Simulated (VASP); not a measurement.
# Be2C (Fm-3m) in VASP: further runs

Aim: see how the results for Be2C move with the level of theory and the settings. Levels: LDA, PBE, PBEsol, HSE06, HSE03. Tasks: band structure.

Everything below comes from runs of VASP 6.6.1. Logs are shortened: lines on timing, memory, paths and dates and some standing lists are left out, and cuts for length are marked.

### 1 The structure

It takes space group Fm-3m (No. 225, cubic). The conventional cell has a = 4.330 Å, b = 4.330 Å, c = 4.330 Å, α = 90.00°, β = 90.00°, γ = 90.00°. C (site symmetry m-3m) has 8 Be at 1.87 Å as nearest neighbours. Be (site symmetry -43m) has 4 C at 1.87 Å as nearest neighbours.

### 2 Band structure, LDA

INCAR reads:

```
SYSTEM = Be2C
PREC     = Accurate       ! precision mode
ENCUT    = 520            ! plane-wave cutoff, eV
EDIFF    = 1E-6           ! SCF threshold, eV
ISMEAR   = 0              ! smearing method
SIGMA    = 0.02           ! smearing width, eV
LREAL    = .False.        ! projectors in reciprocal space
LASPH    = .True.         ! aspherical terms in the spheres
NELM     = 60             ! most SCF steps
ALGO     = Normal         ! electronic algorithm
ISIF     = 2              ! what is computed and relaxed
LWAVE    = .False.        ! write WAVECAR
LCHARG   = .False.        ! write CHGCAR
NBANDS   = 11             ! bands
```

KPOINTS reads:

```
Automatic mesh
0
Gamma
  12 12 12
  0 0 0
```

POSCAR reads:

```
Be2C
1.0
    0.0000000000      2.1650000000      2.1650000000
    2.1650000000      0.0000000000      2.1650000000
    2.1650000000      2.1650000000      0.0000000000
C Be
1 2
Direct
    0.0000000000      0.0000000000      0.0000000000
    0.7500000000      0.7500000000      0.7500000000
    0.2500000000      0.2500000000      0.2500000000
```

KPOINTS_OPT reads:

```
path GXWKGLUWLK,UX
10
line-mode
reciprocal
 0.0000000000  0.0000000000  0.0000000000  G
 0.5000000000  0.0000000000  0.5000000000  X

 0.5000000000  0.0000000000  0.5000000000  X
 0.5000000000  0.2500000000  0.7500000000  W

 0.5000000000  0.2500000000  0.7500000000  W
 0.3750000000  0.3750000000  0.7500000000  K

 0.3750000000  0.3750000000  0.7500000000  K
 0.0000000000  0.0000000000  0.0000000000  G

 0.0000000000  0.0000000000  0.0000000000  G
 0.5000000000  0.5000000000  0.5000000000  L

 0.5000000000  0.5000000000  0.5000000000  L
 0.6250000000  0.2500000000  0.6250000000  U

 0.6250000000  0.2500000000  0.6250000000  U
 0.5000000000  0.2500000000  0.7500000000  W

 0.5000000000  0.2500000000  0.7500000000  W
 0.5000000000  0.5000000000  0.5000000000  L

 0.5000000000  0.5000000000  0.5000000000  L
 0.3750000000  0.3750000000  0.7500000000  K

 0.6250000000  0.2500000000  0.6250000000  U
 0.5000000000  0.0000000000  0.5000000000  X
```

Potentials or basis: VASP PAW LDA potentials, release 64 (C, Be).

Run with:

```sh
cat potpaw_LDA.64/C/POTCAR potpaw_LDA.64/Be/POTCAR > POTCAR
mpirun -np 1 vasp_std > vasp.out
```

OUTCAR:

```text
SYSTEM = Be2C
   PREC = Accurate
   ENCUT = 520
   EDIFF = 1E-6
   ISMEAR = 0
   LREAL = .False.
   LASPH = .True.
   NELM = 60
   ISIF = 2

 ion  position               nearest neighbor table
   1  0.000  0.000  0.000-   2 1.87   2 1.87   2 1.87   2 1.87   3 1.87   3 1.87   3 1.87   3 1.87

   2  0.750  0.750  0.750-   1 1.87   1 1.87   1 1.87   1 1.87   3 2.17   3 2.17   3 2.17   3 2.17
                             3 2.17   3 2.17
   3  0.250  0.250  0.250-   1 1.87   1 1.87   1 1.87   1 1.87   2 2.17   2 2.17   2 2.17   2 2.17
                             2 2.17   2 2.17

  LATTYP: Found a face centered cubic cell.
 ALAT       =     4.3300000000

  Lattice vectors:

 A1 = (   0.0000000000,   2.1650000000,   2.1650000000)
 A2 = (   2.1650000000,   0.0000000000,   2.1650000000)
 A3 = (   2.1650000000,   2.1650000000,   0.0000000000)

Analysis of symmetry for initial positions (statically):
=====================================================================
 Subroutine PRICEL returns:
 Original cell was already a primitive cell.

 Routine SETGRP: Setting up the symmetry group for a
 face centered cubic supercell.

 Subroutine GETGRP returns: Found 48 space group operations
 (whereof 48 operations were pure point group operations)
 out of a pool of 48 trial point group operations.

The static configuration has the point symmetry O_h .

Analysis of symmetry for dynamics (positions and initial velocities):
=====================================================================
 Subroutine PRICEL returns:
 Original cell was already a primitive cell.

 Routine SETGRP: Setting up the symmetry group for a
 face centered cubic supercell.

 Subroutine GETGRP returns: Found 48 space group operations
 (whereof 48 operations were pure point group operations)
 out of a pool of 48 trial point group operations.

The dynamic configuration has the point symmetry O_h .

 Subroutine INISYM returns: Found 48 space group operations
 (whereof 48 operations are pure point group operations),
 and found     1 'primitive' translations

----------------------------------------------------------------------------------------

                                     Primitive cell

  volume of cell :      20.2957

  direct lattice vectors                    reciprocal lattice vectors
     0.000000000  2.165000000  2.165000000    -0.230946882  0.230946882  0.230946882
     2.165000000  0.000000000  2.165000000     0.230946882 -0.230946882  0.230946882
     2.165000000  2.165000000  0.000000000     0.230946882  0.230946882 -0.230946882

  length of vectors
     3.061772363  3.061772363  3.061772363     0.400011734  0.400011734  0.400011734

  position of ions in fractional coordinates (direct lattice)
     0.000000000  0.000000000  0.000000000
[... 96 lines left out ...]
   EFERMI_NEDOS =   21; number of points for ismear=-14 and -15
   IALGO  =     38    algorithm
   IMIX   =      4    mixing-type and parameters
     AMIX     =   0.40;   BMIX     =  1.00
     AMIX_MAG =   1.60;   BMIX_MAG =  1.00
  volume/ion in A,a.u.               =       6.77        45.65
  Fermi-wavevector in a.u.,A,eV,Ry     =   1.200338  2.268310 19.603432  1.440812
  Thomas-Fermi vector in A             =   2.336177
   LORBIT       =      0    0 simple, 1 ext, 2 COOP (PROOUT), +10 PAW based schemes
   GGA     = CA    functional components
   LHFCALC =     F    Hartree Fock is set to
   AEXX    =    0.0000 exact exchange contribution
   IVDW    =     0    specifies the selected vdW correction
   LEPSILON=     F    determine dielectric tensor
   LRPA    =     F    only Hartree local field effects (RPA)
 non-spin polarized calculation
 Gauss-broadening in eV      SIGMA  =   0.02
  energy-cutoff  :      520.00
  volume of cell :       20.30
 maximum number of plane-waves:       568
   NGX = 11   NGY = 11   NGZ = 11

 number of electron       8.0000000 magnetization

 Free energy of the ion-electron system (eV)
  ---------------------------------------------------
  ext. energy  EPLUGINS =         0.00000000
  ---------------------------------------------------
  free energy    TOTEN  =       -19.41028434 eV

  energy without entropy =      -19.41028434  energy(sigma->0) =      -19.41028434

 E-fermi :   7.6129     XC(G=0): -11.5231

 val. band max:        7.5229937849   @ k =   0.0000   0.0000   0.0000
 cond. band min:       8.6995935596   @ k =   0.5000   0.5000   0.0000
 fundamental gap:      1.1765997748
 Fermi energy:         7.6128692825

 k-point     1 :       0.0000    0.0000    0.0000
  band No.  band energies     occupation
      1      -7.3392      2.00000
      2       7.5230      2.00000
      3       7.5230      2.00000
      4       7.5230      2.00000
      5      11.5459      0.00000
      6      11.5459      0.00000
      7      11.5459      0.00000
      8      14.3865      0.00000
      9      20.5392      0.00000
     10      20.5392      0.00000
     11      20.5392      0.00000
[... 309 lines left out ...]
 k-point    24 :      -0.4167    0.1667    0.0000
  band No.  band energies     occupation
      1      -4.2464      2.00000
      2      -0.6886      2.00000
      3       3.9082      2.00000
      4       4.9736      2.00000
      5      12.2220      0.00000
      6      14.1992      0.00000
      7      15.9052      0.00000
      8      18.1486      0.00000
      9      20.3339      0.00000
     10      20.6759      0.00000
     11      24.4080      0.00000

 [... further k-points ...]

------------------------ aborting loop because EDIFF is reached ----------------------------------------

  FORCE on cell =-STRESS in cart. coord.  units (eV):
  Direction    XX          YY          ZZ          XY          YZ          ZX
  --------------------------------------------------------------------------------------
  -------------------------------------------------------------------------------------
  Total       -1.0228865     -1.0228865     -1.0228865      0.0000000     -0.0000000     -0.0000000
  in kB      -80.7484789    -80.7484789    -80.7484789      0.0000000     -0.0000000     -0.0000000
  external PRESSURE =     -80.7484789 kB  Pullay stress =       0.0000000 kB

 VOLUME and BASIS-vectors are now :
 -----------------------------------------------------------------------------
  energy-cutoff  :      520.00
  volume of cell :       20.30
      direct lattice vectors                 reciprocal lattice vectors
     0.000000000  2.165000000  2.165000000    -0.230946882  0.230946882  0.230946882
     2.165000000  0.000000000  2.165000000     0.230946882 -0.230946882  0.230946882
     2.165000000  2.165000000  0.000000000     0.230946882  0.230946882 -0.230946882

 POSITION                                       TOTAL-FORCE (eV/Angst)
 -----------------------------------------------------------------------------------
      0.00000      0.00000      0.00000         0.000000     -0.000000      0.000000
      3.24750      3.24750      3.24750        -0.000000     -0.000000     -0.000000
      1.08250      1.08250      1.08250         0.000000      0.000000     -0.000000
 -----------------------------------------------------------------------------------
    total drift:                               -0.000000      0.000000      0.000000

  FREE ENERGIE OF THE ION-ELECTRON SYSTEM (eV)
  ---------------------------------------------------
  free  energy   TOTEN  =       -19.4102843444 eV

  energy  without entropy=      -19.4102843444  energy(sigma->0) =      -19.41028434
```

stdout:

```text
POSCAR found type information on POSCAR C Be
 POSCAR found :  2 types and       3 ions
 scaLAPACK will be used
 LDA part: xc-table for (Slater(with rela. corr.)+CA(PZ))
 , standard interpolation
 POSCAR, INCAR and KPOINTS ok, starting setup
 FFT: planning ... GRIDC
 FFT: planning ... GRID_SOFT
 FFT: planning ... GRID
 WAVECAR not read
 entering main loop
 Start KPOINTS_OPT (optional k-point list driver)
k-point batch [1-72\100]
k-point batch [73-100\100]
```

Run time: 12 s. Hardware: 1 thread of Intel Xeon Platinum 8488C (Sapphire Rapids), shared host; peak memory 0.14 GiB.

What came out:

- Free energy: -19.4103 eV
- Pressure: -8.1 GPa
- Band gap on the k mesh: 1.18 eV, indirect (least direct gap 4.02 eV)
- Band gap along the path: 1.18 eV, indirect (least direct gap 4.02 eV)

Levels at the corners of the path, in eV from the valence-band top:
```tsv
point	band 1	band 2	band 3	band 4	band 5	band 6	band 7	band 8	band 9
Γ	-14.86	0.00	0.00	0.00	4.02	4.02	4.02	6.86	13.02
X	-11.27	-6.69	-4.74	-4.74	1.18	5.80	13.08	13.08	15.18
X	-11.27	-6.69	-4.74	-4.74	1.18	5.80	13.08	13.08	15.18
W	-10.93	-6.28	-5.86	-5.86	5.67	8.11	9.50	9.50	14.23
W	-10.93	-6.28	-5.86	-5.86	5.67	8.11	9.50	9.50	14.23
K	-11.10	-6.84	-6.23	-4.00	3.31	8.29	11.46	11.46	12.19
K	-11.10	-6.84	-6.23	-4.00	3.31	8.29	11.46	11.46	12.19
Γ	-14.86	0.00	0.00	0.00	4.02	4.02	4.02	6.86	13.02
Γ	-14.86	0.00	0.00	0.00	4.02	4.02	4.02	6.86	13.02
L	-12.00	-8.68	-1.84	-1.84	4.92	4.92	7.12	9.71	14.32
L	-12.00	-8.68	-1.84	-1.84	4.92	4.92	7.12	9.71	14.32
U	-11.10	-6.84	-6.23	-4.00	3.31	8.29	11.46	11.46	12.19
U	-11.10	-6.84	-6.23	-4.00	3.31	8.29	11.46	11.46	12.19
W	-10.93	-6.28	-5.86	-5.86	5.67	8.11	9.50	9.50	14.23
W	-10.93	-6.28	-5.86	-5.86	5.67	8.11	9.50	9.50	14.23
L	-12.00	-8.68	-1.84	-1.84	4.92	4.92	7.12	9.71	14.32
L	-12.00	-8.68	-1.84	-1.84	4.92	4.92	7.12	9.71	14.32
K	-11.10	-6.84	-6.23	-4.00	3.31	8.29	11.46	11.46	12.19
U	-11.10	-6.84	-6.23	-4.00	3.31	8.29	11.46	11.46	12.19
X	-11.27	-6.69	-4.74	-4.74	1.18	5.80	13.08	13.08	15.18
```

A hybrid or GW would open this gap; LDA tends to underestimate it.

### 3 Band structure, PBE

INCAR, as its differences from that of step 2:

```diff
@@ -13,2 +13,3 @@
 LCHARG   = .False.        ! write CHGCAR
+GGA      = PE             ! functional
 NBANDS   = 11             ! bands
```

KPOINTS is that of step 2.

POSCAR is that of step 2.

KPOINTS_OPT is that of step 2.

Potentials or basis: VASP PAW PBE potentials, release 64 (C, Be).

Run with:

```sh
cat potpaw_PBE.64/C/POTCAR potpaw_PBE.64/Be/POTCAR > POTCAR
mpirun -np 1 vasp_std > vasp.out
```

OUTCAR:

```text
SYSTEM = Be2C
   PREC = Accurate
   ENCUT = 520
   EDIFF = 1E-6
   ISMEAR = 0
   LREAL = .False.
   LASPH = .True.
   NELM = 60
   ISIF = 2
   GGA = PE

 ion  position               nearest neighbor table
   1  0.000  0.000  0.000-   2 1.87   2 1.87   2 1.87   2 1.87   3 1.87   3 1.87   3 1.87   3 1.87

   2  0.750  0.750  0.750-   1 1.87   1 1.87   1 1.87   1 1.87   3 2.17   3 2.17   3 2.17   3 2.17
                             3 2.17   3 2.17
   3  0.250  0.250  0.250-   1 1.87   1 1.87   1 1.87   1 1.87   2 2.17   2 2.17   2 2.17   2 2.17
                             2 2.17   2 2.17

  LATTYP: Found a face centered cubic cell.
 ALAT       =     4.3300000000

  Lattice vectors:

 A1 = (   0.0000000000,   2.1650000000,   2.1650000000)
 A2 = (   2.1650000000,   0.0000000000,   2.1650000000)
 A3 = (   2.1650000000,   2.1650000000,   0.0000000000)

Analysis of symmetry for initial positions (statically):
=====================================================================
 Subroutine PRICEL returns:
 Original cell was already a primitive cell.

 Routine SETGRP: Setting up the symmetry group for a
 face centered cubic supercell.

 Subroutine GETGRP returns: Found 48 space group operations
 (whereof 48 operations were pure point group operations)
 out of a pool of 48 trial point group operations.

The static configuration has the point symmetry O_h .

Analysis of symmetry for dynamics (positions and initial velocities):
=====================================================================
 Subroutine PRICEL returns:
 Original cell was already a primitive cell.

 Routine SETGRP: Setting up the symmetry group for a
 face centered cubic supercell.

 Subroutine GETGRP returns: Found 48 space group operations
 (whereof 48 operations were pure point group operations)
 out of a pool of 48 trial point group operations.

The dynamic configuration has the point symmetry O_h .

 Subroutine INISYM returns: Found 48 space group operations
 (whereof 48 operations are pure point group operations),
 and found     1 'primitive' translations

----------------------------------------------------------------------------------------
[... 128 lines left out ...]
  energy-cutoff  :      520.00
  volume of cell :       20.30
 maximum number of plane-waves:       568
   NGX = 11   NGY = 11   NGZ = 11

 number of electron       8.0000000 magnetization

 Free energy of the ion-electron system (eV)
  ---------------------------------------------------
  ext. energy  EPLUGINS =         0.00000000
  ---------------------------------------------------
  free energy    TOTEN  =       -17.45581259 eV

  energy without entropy =      -17.45581259  energy(sigma->0) =      -17.45581259

 E-fermi :   7.8282     XC(G=0): -11.4364

 val. band max:        7.7239866063   @ k =   0.0000   0.0000   0.0000
 cond. band min:       8.8811944143   @ k =   0.5000   0.5000   0.0000
 fundamental gap:      1.1572078080
 Fermi energy:         7.8282481591

 k-point     1 :       0.0000    0.0000    0.0000
  band No.  band energies     occupation
      1      -7.3118      2.00000
      2       7.7240      2.00000
      3       7.7240      2.00000
      4       7.7240      2.00000
      5      11.8505      0.00000
      6      11.8505      0.00000
      7      11.8505      0.00000
      8      14.4685      0.00000
      9      20.8884      0.00000
     10      20.8884      0.00000
     11      20.8884      0.00000
[... 309 lines left out ...]
 k-point    24 :      -0.4167    0.1667    0.0000
  band No.  band energies     occupation
      1      -4.2165      2.00000
      2      -0.5201      2.00000
      3       4.0940      2.00000
      4       5.1883      2.00000
      5      12.4481      0.00000
      6      14.4857      0.00000
      7      16.0589      0.00000
      8      18.4604      0.00000
      9      20.6690      0.00000
     10      20.9872      0.00000
     11      24.6993      0.00000

 [... further k-points ...]

------------------------ aborting loop because EDIFF is reached ----------------------------------------

  FORCE on cell =-STRESS in cart. coord.  units (eV):
  Direction    XX          YY          ZZ          XY          YZ          ZX
  --------------------------------------------------------------------------------------
  -------------------------------------------------------------------------------------
  Total        0.0218062      0.0218062      0.0218062     -0.0000000      0.0000000      0.0000000
  in kB        1.7214225      1.7214225      1.7214225     -0.0000000      0.0000000      0.0000000
  external PRESSURE =       1.7214225 kB  Pullay stress =       0.0000000 kB

 VOLUME and BASIS-vectors are now :
 -----------------------------------------------------------------------------
  energy-cutoff  :      520.00
  volume of cell :       20.30
      direct lattice vectors                 reciprocal lattice vectors
     0.000000000  2.165000000  2.165000000    -0.230946882  0.230946882  0.230946882
     2.165000000  0.000000000  2.165000000     0.230946882 -0.230946882  0.230946882
     2.165000000  2.165000000  0.000000000     0.230946882  0.230946882 -0.230946882

 POSITION                                       TOTAL-FORCE (eV/Angst)
 -----------------------------------------------------------------------------------
      0.00000      0.00000      0.00000        -0.000000     -0.000000     -0.000000
      3.24750      3.24750      3.24750         0.000000     -0.000000     -0.000000
      1.08250      1.08250      1.08250         0.000000      0.000000      0.000000
 -----------------------------------------------------------------------------------
    total drift:                               -0.000000     -0.000000      0.000000

  FREE ENERGIE OF THE ION-ELECTRON SYSTEM (eV)
  ---------------------------------------------------
  free  energy   TOTEN  =       -17.4558125878 eV

  energy  without entropy=      -17.4558125878  energy(sigma->0) =      -17.45581259
```

It took 21 s on 1 thread of Intel Xeon Platinum 8488C (Sapphire Rapids), shared host; peak memory 0.15 GiB.

Results:

```
Free energy             : -17.4558 eV
Pressure                : 0.2 GPa
Band gap on the k mesh  : 1.16 eV, indirect (least direct gap 4.13 eV)
Band gap along the path : 1.16 eV, indirect (least direct gap 4.13 eV)
```

Levels at the corners of the path, in eV from the valence-band top:
| point | band 1 | band 2 | band 3 | band 4 | band 5 | band 6 | band 7 | band 8 |
| --- | --- | --- | --- | --- | --- | --- | --- | --- |
| Γ | -15.04 | 0.00 | 0.00 | 0.00 | 4.13 | 4.13 | 4.13 | 6.74 |
| X | -11.42 | -6.77 | -4.72 | -4.72 | 1.16 | 5.72 | 13.24 | 13.24 |
| X | -11.42 | -6.77 | -4.72 | -4.72 | 1.16 | 5.72 | 13.24 | 13.24 |
| W | -11.10 | -6.25 | -5.90 | -5.90 | 5.71 | 8.13 | 9.52 | 9.52 |
| W | -11.10 | -6.25 | -5.90 | -5.90 | 5.71 | 8.13 | 9.52 | 9.52 |
| K | -11.26 | -6.85 | -6.29 | -3.98 | 3.30 | 8.29 | 11.54 | 11.57 |
| K | -11.26 | -6.85 | -6.29 | -3.98 | 3.30 | 8.29 | 11.54 | 11.57 |
| Γ | -15.04 | 0.00 | 0.00 | 0.00 | 4.13 | 4.13 | 4.13 | 6.74 |
| Γ | -15.04 | 0.00 | 0.00 | 0.00 | 4.13 | 4.13 | 4.13 | 6.74 |
| L | -12.17 | -8.72 | -1.83 | -1.83 | 5.00 | 5.00 | 7.00 | 9.81 |
| L | -12.17 | -8.72 | -1.83 | -1.83 | 5.00 | 5.00 | 7.00 | 9.81 |
| U | -11.26 | -6.85 | -6.29 | -3.98 | 3.30 | 8.29 | 11.54 | 11.57 |
| U | -11.26 | -6.85 | -6.29 | -3.98 | 3.30 | 8.29 | 11.54 | 11.57 |
| W | -11.10 | -6.25 | -5.90 | -5.90 | 5.71 | 8.13 | 9.52 | 9.52 |
| W | -11.10 | -6.25 | -5.90 | -5.90 | 5.71 | 8.13 | 9.52 | 9.52 |
| L | -12.17 | -8.72 | -1.83 | -1.83 | 5.00 | 5.00 | 7.00 | 9.81 |
| L | -12.17 | -8.72 | -1.83 | -1.83 | 5.00 | 5.00 | 7.00 | 9.81 |
| K | -11.26 | -6.85 | -6.29 | -3.98 | 3.30 | 8.29 | 11.54 | 11.57 |
| U | -11.26 | -6.85 | -6.29 | -3.98 | 3.30 | 8.29 | 11.54 | 11.57 |
| X | -11.42 | -6.77 | -4.72 | -4.72 | 1.16 | 5.72 | 13.24 | 13.24 |

(Part 1 of 2 ends here.)
